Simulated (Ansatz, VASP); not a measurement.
Two plane-wave programs on Si

```
CELL_PARAMETERS angstrom
6.35983 0.00000 0.00000
0.00000 6.35983 0.00000
0.00000 0.00000 2.54407
ATOMIC_POSITIONS crystal
Si 0.50000 0.50000 0.00000
Si 0.00000 0.00000 0.00000
Si 0.86625 0.63375 0.00000
Si 0.13375 0.36625 0.00000
Si 0.63375 0.13375 0.00000
Si 0.36625 0.86625 0.00000
```

Alike in both runs: functional PBE; k mesh 4 × 4 × 8; occupations gaussian, width 0.1 eV; no spin polarisation.

Ansatz relaxed the structure, and its values are those at the end. VASP's run is a single point on that final structure, the one shown.

|  | VASP | Ansatz |
| --- | --- | --- |
| version | VASP 6.6.1 | Ansatz 0.2.0 |
| potentials or method | VASP PAW PBE potentials, release 64 (Si) | scalar-relativistic, plane waves, PAW |
| plane-wave cutoff (eV) | 520 | 420 |
| valence electrons in the cell | 24 | 24 |

VASP gave:

| Quantity | Value |
| --- | --- |
| gap on the k mesh at the Fermi level (eV) | none |
| pressure (GPa) | 0.0 |
| rms of the force components (eV/Å) | 0.012 |

Question: Which values does Ansatz return?

Answer: gap on the k mesh at the Fermi level (eV): none; pressure (GPa): 0.1; rms of the force components (eV/Å): 0.012.

A gap of «none» marks a metal or a gap that the smearing closes.
